The band gap is the smallest energy that lifts an electron from a filled level of a crystal to an empty one. The table gives it for one form of CdS at five levels of theory, together with the least direct gap, for which the electron keeps its crystal momentum. The atoms stay where they are, so no difference between the rows comes from the structure. The r2SCAN row has a higher plane-wave cutoff, whose effect on the gap should be small. In this form cadmium and sulfur share flat layers, unlike in ordinary wurtzite CdS, whose measured gap therefore can't serve as a judge. The failures have to be found from the numbers themselves.

Ansatz 0.2.0, DFT with plane waves and PAW potentials, for a four-atom cell of CdS (space group P6₃/mmc) at fixed atoms. All rows are spin-unpolarised, without spin–orbit coupling, on a 6×6×4 k mesh with fixed occupations. DDH-PBE0 is PBE0 with the fraction of exact exchange set to the inverse electronic dielectric constant.

```tsv
functional	wave cutoff	band gap (eV)	least direct gap (eV)
LDA	420 eV	0.718	1.004
r2SCAN	500 eV	1.479	1.748
DDH-PBE0	420 eV	2.021	2.292
HSE06	420 eV	2.072	2.350
PBE0	420 eV	2.747	3.018
```

**(a) Which energies depend strongly on the functional, which hardly do, and where does this place the error of LDA?**

*Solution.* The band gap grows from 0.72 eV in LDA to 2.75 eV in PBE0, nearly a factor of four. The least direct gap grows with it, and the difference between the two columns stays within 0.27 to 0.29 eV. In all five calculations both gaps end on the same empty level, at the zone centre Γ. Their difference is thus the distance between two filled levels, the valence top at H and the highest filled level at Γ.

The functionals agree on this distance and disagree on the step from filled to empty. That pattern is the mark of a gap error: the two filled levels keep their spacing while the empty one stands too close or too far. It shows where the disagreement sits, but it takes theory to say which row is wrong.

For LDA the theory is well established. An electron in a filled level is repelled in part by its own charge, which pushes that level up. The LDA potential also lacks the jump that the exact one makes when an electron is added across the gap. Both faults make the gap too small. In CdS a further contribution is expected: self-repulsion is strongest in the compact Cd 4d shell, which LDA places too high, and the repulsion between this shell and the sulfur p levels lifts the valence top. The table doesn't list the 4d levels, so the size of this share stays open. r2SCAN lets the orbitals enter through their kinetic energy density, which restores part of the jump. It also uses the gradient of the density, which LDA ignores. Its gap is 0.76 eV larger than that of LDA. No row separates the two effects, but the line through PBE0 and DDH-PBE0, carried to zero exact exchange, puts a gradient-only functional near 0.965 eV. On this rough guide the gradient gives about 0.25 eV and the larger part comes from the kinetic energy density.

**(b) PBE0 and HSE06 both contain 25 % of exact exchange. HSE06 drops the long-range part of it. Estimate how far apart their gaps should lie, and say which of the two treatments suits a solid.**

*Solution.* Exact exchange removes the repulsion of an electron with itself. It therefore lowers the filled levels, whereas an empty level has no such self-repulsion to lose. The filled levels of a crystal extend over all its cells, but they can be recombined into orbitals that each sit on an atom or a bond. The long-range part of the interaction varies slowly in space, so over the size of such an orbital it is almost a constant.

Let $\psi$ be the level of interest and $\psi_j$ the compact filled orbitals of the same spin. Exchange with fraction $a$ and interaction $v$ acts on $\psi$ as

$$-a\sum_j \psi_j(\mathbf r)\int \psi_j^*(\mathbf r')\,v(|\mathbf r-\mathbf r'|)\,\psi(\mathbf r')\,d\mathbf r'.$$

If $v$ has the constant value $v_0$ over each $\psi_j$, only the overlaps of $\psi$ with these orbitals remain. A filled level is built from them alone and is lowered by $a v_0$; an empty level overlaps with none and stays. The approximate exchange that HSE06 uses at long range in place of the exact one is a local potential, which should shift filled and empty levels about equally. The gap difference is then $a v_0$.

The long-range interaction is $\mathrm{erf}(\omega r)/r$ in atomic units, where $r$ is the distance between two electrons. At $r=0$ it has the value $2\omega/\sqrt{\pi}$. With the usual HSE06 range parameter $\omega$ of about 0.11 per bohr,

$$v_0=\frac{2\times0.11}{\sqrt{\pi}}\ \text{hartree}\approx 3.4\ \text{eV},\qquad a v_0\approx0.25\times3.4\ \text{eV}\approx0.84\ \text{eV}.$$

The computed difference is 0.675 eV, so the estimate is 25 % too high relative to it. No constant was adjusted to a row of the table. From HSE06 to PBE0 the valence top falls by 0.367 eV and the lowest empty level rises by 0.308 eV. The rise fits the model, since PBE0 lacks the local long-range potential that pulls both levels down in HSE06. For a flat interaction this potential is expected to be about half of $a v_0$, so the model has the valence top fall and the empty level rise by about 0.42 eV each. The same picture also gives the long-range exchange energy of the cell, half of $a v_0$ for each of its 52 electrons. That makes 22.0 eV, against 21.6 eV from the two calculations.

The energy comes out better than the gap, probably for a reason that the model itself suggests. Most of the 52 electrons sit in compact orbitals, over which the interaction is flat. The orbitals that form the levels at the gap are more spread out. By the nearest Cd–S distance the interaction has weakened by about 9 %, and an empty level no longer escapes it entirely. The finite k mesh, to which PBE0 is more sensitive than HSE06, is expected to work the other way. With the usual handling of the exchange singularity it misses part of the long-range exchange felt by the empty level and leaves the PBE0 gap slightly too large.

The estimate shows that the gap depends on how much exchange is kept at long range. The right amount differs from solid to solid. Between distant points the other electrons screen the interaction, and exchange should shrink to one over the electronic dielectric constant, which leaves out any motion of the nuclei. The exchange energies of DDH-PBE0, which uses this very fraction, imply a dielectric constant of about 6.8 and a fraction of 0.15. PBE0 keeps 0.25 at long range, which is too strong and, taken by itself, makes the gap too wide. HSE06 keeps none, which is too weak. Neither treatment is thus right at long range.

**(c) HSE06 and DDH-PBE0 agree within about 0.05 eV. Does this agreement confirm a gap near 2.05 eV?**

*Solution.* It doesn't, because the two functionals reach the same number by different cuts. Seen from PBE0, HSE06 keeps the full 25 % between near points and removes the tail, which lowers the gap by 0.675 eV. DDH-PBE0 keeps the tail but weakens exchange at every distance, which lowers the gap by 0.726 eV. The two reductions happen to be of nearly equal size in this crystal.

Each functional is also weak at a different distance. Screening needs room to build up, so exchange should be stronger between near points than between far ones. HSE06 has this fall with distance but lets it run to zero. DDH-PBE0 has the proper strength far away, provided that its dielectric constant is right, but it uses the same small fraction close by, where more is needed.

The order of the two rows deserves no explanation. The gap moves by about 0.71 eV per 0.1 of exchange fraction, so a fraction larger by 0.007, that is a dielectric constant near 6.4 in place of 6.8, would close the difference. Unscreened exchange also converges slowly with the number of k points, and a finer mesh is expected to lower the DDH-PBE0 gap slightly, though this wasn't tested.

An oxide such as MgO shows how the agreement would break. Its electrons screen weakly, with an electronic dielectric constant of roughly 3, so the fraction in DDH-PBE0 would rise to about a third. Its gap would then lie above that of PBE0, while HSE06, with its tail still cut, would stay below.

For practical work, the label "hybrid" or the percentage of exact exchange doesn't fix a gap. The strength of exchange at short and at long distance has to be known separately, and the agreement of two gaps doesn't prove that either treatment is right. The output below lists the gap differences and both tests of the flat-interaction estimate.

The analysis program printed:

```
Gaps in eV:
       row    gap  gap above LDA  direct minus indirect
       LDA  0.718              0                  0.286
    r2SCAN  1.479          0.761                  0.269
  DDH-PBE0  2.021          1.303                  0.271
     HSE06  2.072          1.354                  0.278
      PBE0  2.747          2.029                  0.271
Spread of the gap over all rows in eV: 2.029
Ratio of PBE0 gap to LDA gap: 3.826
Spread of direct minus indirect gap in eV: 0.017
DDH-PBE0 gap less r2SCAN gap in eV: 0.542
PBE0 gap less HSE06 gap in eV: 0.675
PBE0 gap less DDH-PBE0 gap in eV: 0.726
HSE06 gap less DDH-PBE0 gap in eV: 0.051
PBE0 direct gap less HSE06 direct gap in eV: 0.668
Exchange fraction of DDH-PBE0 from the energy ratio: 0.1481
Dielectric constant that this fraction implies: 6.75
Gap opening in eV per 0.1 of exchange fraction: 0.7128
Two-point line at zero exchange fraction in eV: 0.9651
Long-range interaction at zero distance in eV: 3.378
Its weakening at the Cd-S contact in percent: 8.546
Estimated PBE0 less HSE06 gap in eV: 0.8444
Estimated over computed gap difference: 1.251
Estimated long-range exchange energy in eV per cell: 21.95
Computed PBE0 less HSE06 exchange energy in eV per cell: 21.6
Estimated over computed exchange energy: 1.016
Long-range share of the PBE0 exchange energy in percent: 9.779
```
